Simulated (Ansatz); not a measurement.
# Fe under changes of volume

One of the cells (12.019 Å³/atom); the others are scaled copies at fixed shape and fractional positions:

```
CELL_PARAMETERS angstrom
-1.44300 1.44300 1.44300
1.44300 -1.44300 1.44300
1.44300 1.44300 -1.44300
ATOMIC_POSITIONS crystal
Fe 0.00000 0.00000 0.00000
```

```yaml
Program: Ansatz 0.2.0
Functional: PBEsol
Potentials_or_basis: all-electron LAPW, scalar-relativistic
Cutoff: 326 eV (chosen from the basis error)
Basis_error_allowed: 0.0005 eV/atom
k_mesh: 13 × 13 × 13
Occupations: fermi-dirac, width 0.05 eV
Spin: collinear spin, ferromagnetic start
Starting_moments: "[3.0] μB"
```

```tsv
volume (Å³/atom)	energy over the lowest point (meV/atom)	pressure (GPa)	moment (μB per cell)
11.298	0.00	-9.4	2.12
11.538	17.04	-13.0	2.15
11.778	39.16	-16.0	2.19
12.019	65.02	-18.1	2.25
12.259	93.49	-19.8	2.32
12.499	124.44	-21.1	2.39
12.740	?	?	?
```

Q: What does the run at 12.740 Å³/atom give?

A: Energy over the lowest point 156.44 meV/atom; pressure -21.3 GPa; moment 2.50 μB per cell.

Worked out: A Birch-Murnaghan fit of order 3 (a polynomial in V^(-2/3)) to the other rows has no minimum within the range. It gives 156.86 meV/atom at 12.740 Å³/atom, against the run's 156.44, and -dE/dV = -22.0 GPa, against -21.3. A parabola through the other rows of the moment, of slope 0.395 μB per Å³/atom there, extrapolates to 2.48 μB, against the run's 2.50.

Energies are extrapolated to zero smearing.
